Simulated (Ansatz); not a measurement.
# Barriers and T(E) in Si/Y, part 3 of 5

Wanted: barrier heights, local density of states and T(E) for Si/Y. The semiconductor is Si diamond(111), undoped, with its far face capped by hydrogen, and the metal is Y hcp(0001), in direct contact. After relaxation the nearest pair at the metal is Y–Si at 2.90 Å, along the normal. The common net has a side of 3.868 Å, which strains the semiconductor by +0.0 % and the metal by +5.7 %, against typed lattice constants near PBE's. The first steps treat the bulk crystals alone.

Ansatz 0.2.0; PBE DFT, plane waves, PAW files (the session's first sound run).

So far. Step 4 (Relaxation): The largest force component on a free atom ends at 0.0019 eV/Å. At one or more of this run's solves the program warned of density in the dipole ramp over its bound, where dipole, forces and levels can be off.

### 5. T(E) from the semiconductor into the metal, atomic planes in the barrier 6, gap between the electrodes 12.39 Å

This step: PBE DFT, plane waves, PAW files; ballistic transmission by layer matching between semi-infinite leads (Ansatz 0.2.0).

System of this step: Si/Y. The cell holds 37 atoms: 24 Si, 12 Y and 1 H. Cell: a = 3.868 Å, b = 3.868 Å, c = 98.344 Å, α = 90.0°, β = 90.0°, γ = 120.0°. Regions: left electrode, 18 atoms (18 Si); barrier, 6 atoms (6 Si); right electrode, 12 atoms (12 Y). Vacuum lies along c.

The semiconductor is one lead and the metal the other. The lead's open channels mark its band edges against the Fermi level.

input.yaml reads:

```yaml
crystal:
  lattice:
    - [3.868, 0.0, 0.0]
    - [-1.934, 3.3497862618, 0.0]
    - [0.0, 0.0, 98.3442444515]
  atoms:
    - { symbol: Si, position: [0.0, 0.0, 0.1576096302] }
    - { symbol: Si, position: [0.33333333, 0.66666667, 0.1656376394] }
    - { symbol: Si, position: [0.33333333, 0.66666667, 0.1897216671] }
    - { symbol: Si, position: [0.66666667, 0.33333333, 0.1977496764] }
    - { symbol: Si, position: [0.66666667, 0.33333333, 0.2218337041] }
    - { symbol: Si, position: [0.0, 0.0, 0.2298617133] }
    - { symbol: Si, position: [0.0, 0.0, 0.253945741] }
    - { symbol: Si, position: [0.33333333, 0.66666667, 0.2619737503] }
    - { symbol: Si, position: [0.33333333, 0.66666667, 0.286057778] }
    - { symbol: Si, position: [0.66666667, 0.33333333, 0.2940857872] }
    - { symbol: Si, position: [0.66666667, 0.33333333, 0.3181698149] }
    - { symbol: Si, position: [0.0, 0.0, 0.3261978241] }
    - { symbol: Si, position: [0.0, 0.0, 0.3502818518] }
    - { symbol: Si, position: [0.33333333, 0.66666667, 0.3583098611] }
    - { symbol: Si, position: [0.33333333, 0.66666667, 0.3823938888] }
    - { symbol: Si, position: [0.66666667, 0.33333333, 0.390421898] }
    - { symbol: Si, position: [0.66666667, 0.33333333, 0.4144966645] }
    - { symbol: Si, position: [0.0, 0.0, 0.4225312731] }
    - { symbol: Si, position: [0.0, 0.0, 0.4466184806] }
    - { symbol: Si, position: [0.33333333, 0.66666667, 0.4546547238] }
    - { symbol: Si, position: [0.33333333, 0.66666667, 0.4787579713] }
    - { symbol: Si, position: [0.66666667, 0.33333333, 0.4867737168] }
    - { symbol: Si, position: [0.66666667, 0.33333333, 0.5109323887] }
    - { symbol: Si, position: [0.0, 0.0, 0.5190766911] }
    - { symbol: "Y", position: [0.0, 0.0, 0.5485514535] }
    - { symbol: "Y", position: [0.66666667, 0.33333333, 0.5763186261] }
    - { symbol: "Y", position: [0.0, 0.0, 0.6044547076] }
    - { symbol: "Y", position: [0.66666667, 0.33333333, 0.6325867306] }
    - { symbol: "Y", position: [0.0, 0.0, 0.6607187536] }
    - { symbol: "Y", position: [0.66666667, 0.33333333, 0.6888507766] }
    - { symbol: "Y", position: [0.0, 0.0, 0.7169827996] }
    - { symbol: "Y", position: [0.66666667, 0.33333333, 0.7451148226] }
    - { symbol: "Y", position: [0.0, 0.0, 0.7732468456] }
    - { symbol: "Y", position: [0.66666667, 0.33333333, 0.8013788687] }
    - { symbol: "Y", position: [0.0, 0.0, 0.8295108917] }
    - { symbol: "Y", position: [0.66666667, 0.33333333, 0.8576429147] }
    - { symbol: H, position: [0.0, 0.0, 0.1423570853] }
kpoints:
  mp_grid: { grid: [8, 8, 1] }
scf:
  occupations: { method: fermi_dirac, width: 0.1 }
  max_iter: 150
hamiltonian:
  xc: pbe
efield:
  axis: 3
  dipole_correction: true
output:
  transmission:
    kmesh: [12, 12]
    e_range: [-2.5, 2.5]
    de: 0.05
    leads: [[7, 9], [30, 32]]
  dos: { projected: true, e_range: [-6, 5], de: 0.05 }
  write_potential: true
  write_density: true
  volumetric_format: npy
  elf: true
```

The run is started by

```
$ ansatz run input.yaml --threads 8 --pin off --max-ram 24576MiB --backend cpu --events-out ev --progress --plain --runs-dir out
```

Numbers of over 12 decimals in the logs are rounded to 6 here.

Log:

```text
[...]
Crystal: 37 atoms, lattice volume = 1274.244 Å³
Basis set: ecut = 420 eV, 25109 PW (Γ)
Bands: 152, of which v1, the nominal top of the filled ones, is band 115 counted from 1 (114 counted from 0)
Symmetry: 6 space group operations
[...]
k-points: 10 of 64 (time reversal used)
[...]
SCF iter   1: F=—  HF=-61458.007907 eV  |F-HF|=—  |Δ(HF+E_count)|=         —  Δρ=3.70e-3  dr2=1.56e2  ethr=1.77e-3  p=0.013 e·Å  D=1.84e-3 V/Å  ΔV_dip=-0.18 eV  dr2_dipole=1.72e2  V_vac-E_F(+/−)=3.02/3.20 eV  ⟨swp⟩=12.8  Hψ=8950  notcnv=0
[...]
SCF iter  16: F=-61457.595893 eV  HF=-61457.595893 eV  |F-HF|=3.94e-8  |Δ(HF+E_count)|=   6.37e-9  Δρ=1.00e-6  dr2=5.26e-8  ethr=4.37e-11  p=0.084 e·Å  D=1.19e-2 V/Å  ΔV_dip=-1.17 eV  dr2_dipole=3.21e-9  V_vac-E_F(+/−)=3.23/4.40 eV  ⟨swp⟩=12.5  Hψ=4310  notcnv=0
SCF 1 converged in 16 iterations: F = -61457.595893 eV  dr2 = 5.26e-8
[...]
transmission: 144 of 1425 steps passed
transmission: 286 of 1425 steps passed
[...]
transmission: 1425 of 1425 steps passed
WARN: The output density's exchange-correlation potential varies sharply where the density is thin. Do not read a vacuum level from v_tot or v_xc, or from such a field of the output density. On a cell that repeats whose density bears no net charge and no dipole along the vacuum's axis use v_es (v_loc + v_h of the components); under efield.dipole_correction with no amplitude use v_es + v_field, which holds any externa [...]
SCF converged after 16 iterations
Free energy (F): -61457.595893 eV
[...]
Internal energy: -61456.793861 eV  (E = F + TS)
E sigma→0 (E₀):  -61457.194877 eV
Entropy (-TS):   -0.802032 eV (-21.677 meV/atom)
Fermi energy:    4.158423 eV
Dipole field:    D = 0.011918 V/Å  (p = 0.083924 e·Å, saw-weighted, corrected)
Work function:   Φ+ = 3.2271 eV   Φ− = 4.3991 eV
[...]
--- Band table (eV; the first three rows and the last of 10) ---
  k-point 0: bands = [... 111 lower, 5.1329, 5.2457, 5.2775, 5.3761, 5.3972, 5.3972, 5.4110, 5.4170, ... 33 higher]
  k-point 1: bands = [... 111 lower, 4.7237, 4.8381, 4.8761, 4.9884, 5.0294, 5.1076, 5.1319, 5.1533, ... 33 higher]
  k-point 2: bands = [... 111 lower, 4.2012, 4.2676, 4.3207, 4.4189, 4.4547, 4.4880, 4.5347, 4.5620, ... 33 higher]
  k-point 9: bands = [... 111 lower, 3.6500, 3.7303, 3.7638, 3.8734, 3.9189, 4.0451, 4.1048, 4.2430, ... 33 higher]
--- Transmission ---
  basis      : 121 plane waves across, 75 finite elements along
  points     : 19, standing for a mesh of 12 x 12
  energies   : 101 from -2.500000 to 2.500000 eV about the Fermi level, 0.050000 eV apart; the leads are filled to 0.000000 eV, and channels, transmission and decay are at 0.000000 eV
  crystal 0  : Si2, at the sites [7, 9], period 3.1580 Å, over 36.32 Å; its Hamiltonian steps by up to 21.8 meV
    offset         : up to 0.0000 Å between an atom of the period and one for which it stands
    channels       : 0.000000e0 a spin
    conductance    : none, the energies end too early or step too widely for 300 K: set another output.transmission.e_range or a lower de, or, where they end at an eighth of basis.ecutwfc, a higher one
    slowest decay  : 0.0700 /Å at (0.0000, 0.0000)
  crystal 1  : Y2, at the sites [30, 32], period 5.5332 Å, over 30.43 Å; its Hamiltonian steps by up to 9.8 meV
[...]
channels       : 1.458333e0 a spin
[...]
slowest decay  : 0.0657 /Å at (0.1667, 0.0833)
  junction   : crystal 0 to crystal 1, 32.87 to 68.43 Å
    transmission   : 0.000000e0 a spin
[...]
```

It took 3.2 min on 8 threads of Arm Neoverse V2, shared host; peak memory 7 GiB.

In the SCF lines HF is the Harris–Foulkes energy and dr2 the Hartree energy of the density residual, in eV; the loop may stop once dr2 is under the threshold and the program's other checks hold. Hψ counts applications of the Hamiltonian.

Numbers from this step:

```
free energy                                         : -61457.5959 eV
Fermi energy                                        : 4.158 eV
level to which the leads are filled                 : 0 eV from the Fermi level
transmission at the Fermi level (a spin, zone mean) : 0
channels of the lower lead                          : 0
channels of the upper lead                          : 1.458
potential step in the lower lead                    : 21.8 meV
potential step in the upper lead                    : 9.8 meV
work function, upper face                           : 3.227 eV
work function, lower face                           : 4.399 eV
dipole moment                                       : 0.08392 e·Å
dipole field                                        : 0.01192 V/Å
```

One spin. The transmission, zone mean by energy, zero at the Fermi level:

```
energy (eV)  transmission, zone mean
      -2.50                    0.312
      -2.35                    0.361
      -2.25                    0.400
      -2.10                    0.391
      -1.95                    0.463
      -1.80                    0.471
      -1.70                    0.589
      -1.60                    0.620
      -1.55                    0.598
      -1.40                    0.443
      -1.30                    0.392
      -1.15                    0.231
      -1.00                    0.128
      -0.90                   0.0659
      -0.75                        0
      -0.60                        0
      -0.45                        0
      -0.35                        0
      -0.20                        0
      -0.05                        0
       0.00                        0
       0.05                        0
       0.20                        0
       0.35                        0
       0.45                        0
       0.60                        0
       0.75                        0
       0.90                  0.00259
       1.00                  0.00619
       1.15                   0.0572
       1.30                    0.133
       1.40                    0.205
       1.55                    0.252
       1.70                   0.0918
       1.80                    0.176
       1.85                    0.208
       1.95                   0.0983
       2.10                    0.151
       2.25                    0.134
       2.35                    0.217
       2.40                    0.240
       2.50                    0.226
```

One spin. Open channels, zone mean against energy, zero at the Fermi level:

| energy (eV) | lower lead | upper lead |
| --- | --- | --- |
| -2.50 | 1.63 | 0.424 |
| -2.35 | 1.59 | 0.507 |
| -2.25 | 1.72 | 0.590 |
| -2.10 | 1.55 | 0.590 |
| -1.95 | 1.59 | 0.632 |
| -1.80 | 1.55 | 0.674 |
| -1.70 | 1.30 | 0.861 |
| -1.55 | 1.34 | 0.854 |
| -1.40 | 1.05 | 0.854 |
| -1.30 | 0.938 | 0.854 |
| -1.15 | 0.771 | 0.854 |
| -1.00 | 0.646 | 0.833 |
| -0.90 | 0.562 | 0.667 |
| -0.75 | 0.312 | 0.569 |
| -0.60 | 0.312 | 0.153 |
| -0.45 | 0.146 | 0.660 |
| -0.35 | 0.146 | 1.03 |
| -0.20 | 0 | 1.46 |
| -0.05 | 0 | 1.54 |
| 0.00 | 0 | 1.46 |
| 0.05 | 0 | 1.67 |
| 0.20 | 0 | 1.29 |
| 0.35 | 0 | 0.528 |
| 0.45 | 0.0417 | 0.611 |
| 0.60 | 0.208 | 0.528 |
| 0.75 | 0.292 | 0.736 |
| 0.90 | 0.458 | 0.653 |
| 1.00 | 0.583 | 0.792 |
| 1.15 | 0.75 | 0.979 |
| 1.30 | 0.861 | 1.06 |
| 1.40 | 1.03 | 1.22 |
| 1.55 | 1.36 | 1.33 |
| 1.70 | 1.49 | 0.771 |
| 1.80 | 1.82 | 1.23 |
| 1.95 | 1.94 | 1.10 |
| 2.10 | 2.15 | 1.27 |
| 2.25 | 2.24 | 1.02 |
| 2.35 | 2.38 | 1.12 |
| 2.50 | 1.95 | 1.11 |

Projected DOS an atom over height of the atomic layer and energy from the Fermi level. Layers: H Si Si Si Si Si Si Si Si Si Si Si Si Si Si Si Si Si Si Si Si Si Si Si Si Y Y Y Y Y Y Y Y Y Y Y Y; projections on atoms miss part of the total, and the computed bands can run out at the top of the range; a column is the mean of 3 neighbouring layers, the last of those left over.

Values in states/eV, 22 rows by 13 columns, each cell a mean:
```
0.14 0.29 0.30 0.28 0.29 0.28 0.21 0.16 1.45 2.26 2.25 2.09 2.82
0.07 0.17 0.17 0.17 0.16 0.14 0.13 0.11 1.12 1.69 1.66 1.67 1.85
0.02 0.09 0.12 0.12 0.11 0.08 0.07 0.18 1.22 0.78 0.76 0.73 1.17
0.00 0.00 0.00 0.00 0.00 0.00 0.00 0.02 0.85 1.54 1.53 1.35 3.58
0.00 0.00 0.00 0.00 0.01 0.02 0.07 0.14 1.20 1.67 1.69 1.90 2.57
0.02 0.05 0.06 0.06 0.07 0.09 0.13 0.28 1.14 1.54 1.60 1.53 1.31
0.09 0.13 0.15 0.16 0.16 0.16 0.19 0.29 1.25 1.50 1.42 1.37 1.05
0.16 0.22 0.28 0.29 0.31 0.34 0.36 0.53 0.88 0.93 0.93 1.00 1.09
0.31 0.51 0.52 0.51 0.56 0.60 0.59 0.52 0.80 0.81 0.81 0.85 0.85
0.42 0.64 0.63 0.64 0.60 0.60 0.63 0.57 0.70 0.86 0.86 0.84 0.62
0.48 0.71 0.64 0.66 0.66 0.66 0.70 0.63 0.51 0.36 0.36 0.35 0.46
0.50 0.65 0.65 0.65 0.66 0.64 0.69 0.76 0.50 0.43 0.42 0.45 0.42
0.52 0.76 0.72 0.68 0.71 0.78 0.76 0.69 0.41 0.32 0.32 0.28 0.30
0.49 0.74 0.70 0.72 0.71 0.64 0.61 0.66 0.35 0.21 0.20 0.21 0.24
0.45 0.59 0.55 0.56 0.56 0.57 0.55 0.55 0.26 0.15 0.15 0.15 0.17
0.46 0.47 0.61 0.54 0.54 0.54 0.56 0.42 0.17 0.15 0.15 0.15 0.12
0.65 0.45 0.54 0.59 0.58 0.53 0.40 0.20 0.12 0.13 0.12 0.12 0.04
0.33 0.32 0.23 0.19 0.16 0.14 0.13 0.13 0.06 0.02 0.03 0.01 0.00
0.07 0.15 0.13 0.14 0.15 0.13 0.15 0.15 0.07 0.00 0.00 0.00 0.00
0.09 0.17 0.16 0.17 0.16 0.17 0.16 0.20 0.08 0.00 0.00 0.00 0.00
0.09 0.17 0.16 0.17 0.16 0.18 0.17 0.22 0.08 0.00 0.00 0.00 0.00
0.17 0.22 0.26 0.22 0.26 0.26 0.28 0.41 0.14 0.00 0.00 0.00 0.00
```
Columns: height of the atomic layer (Å) from 15.3 to 84.3 (not evenly spaced); rows upwards: energy from the Fermi level (eV) from -6 to 1.45.

Valence density in the ca plane at fractional y = 1.000, with atoms of Si and Y and H within 0.2 Å of it. It is the smooth field of the valence electrons, not physical close to the nuclei.

Ten steps, logarithmic in the rise over the least value, from '0' (0.0 e/Å³) to '9' (3.6 e/Å³), each cell a mean:
```
44310000100000234434554579998532222222479998
54310011221101234555443357886322222222357886
54321123333211234544332234543222222222234553
44322234554322234443211112222222233322222222
43322345555332334432110001222222344322222222
43322345554322334432210011222222344322222222
44322234443222234443321113332222233222223332
54321122322111234554432246764322222222246765
54310001111001234544544479997422222222368997
44310000000000234323554589998532222222479999
```
Columns run along c (16.0 Å, from fractional 0.45 to 0.62 of the cell), rows up along a (3.9 Å). Atoms in or near the plane, at fractional coordinates: Si at (0.52, 0.00), Y at (0.55, 0.00), Y at (0.60, 0.00).

Electrostatic potential energy in the ca plane at fractional y = 1.000, with atoms of Si and Y and H within 0.2 Å of it. With pseudopotentials it is smooth inside the atoms' cores, unlike the true potential.

Ten even steps from '0' (-35 eV) to '9' (8 eV), each cell a mean:
```
99999999999999999997355000279999999999999720
99999999999999999999987422689999999999999863
99999999999999999999999877889999999999999987
99999999999999999999999998889999888889999888
99999999999999999999999998888999877788998888
99999999999999999999999998888999888889998888
99999999999999999999999888889999988899999888
99999999999999999999998656789999999999999876
99999999999999999999786100379999999999999840
99999999999999999996034000179999999999999710
```
Columns run along c (16.0 Å, from fractional 0.07 to 0.23 of the cell; values clipped at the 3rd and 97th percentile), rows up along a (3.9 Å). Atoms in or near the plane, at fractional coordinates: Si at (0.16, 0.00), Si at (0.23, 0.00), H at (0.14, 0.00).

ELF in the ca plane at fractional y = 1.000, with atoms of Si and Y and H within 0.2 Å of it. It is the smooth field of the valence electrons, not physical close to the nuclei.

Ten even steps from '0' (0.00 × 1e-1) to '9' (9.99 × 1e-1), each cell a mean:
```
00000000000000158999999423452000000000002543
00000000000000037999997457763100122210013677
00000000000000002467654578863112356542113688
00000000000000000001111467753224688864223577
00000000000000000000000245543335799975333455
00000000000000000000001356653334789874333566
00000000000000000133322478863223577753223678
00000000000000014799975578863101234321013688
00000000000000148999998435663000011100003565
00000000000000269999999533342000000000002432
```
Columns run along c (16.0 Å, from fractional 0.07 to 0.23 of the cell), rows up along a (3.9 Å). Atoms in or near the plane, at fractional coordinates: Si at (0.16, 0.00), Si at (0.23, 0.00), H at (0.14, 0.00).

The semiconductor's channels close between -0.25 and +0.40 eV. In the worse lead the potential repeats within 22 meV, which the program lets pass.

(Part 3 of 5 ends here.)

[Logs are printed without paths, hosts, clocks, repeated set-up lines and the standing remarks that a program may print on its own settings, such as how far it seeks lower states.]

[Hosts, paths, dates, database ids (printed as entryN), source tags and the programs' standing remarks are cut or masked in the printed files.]
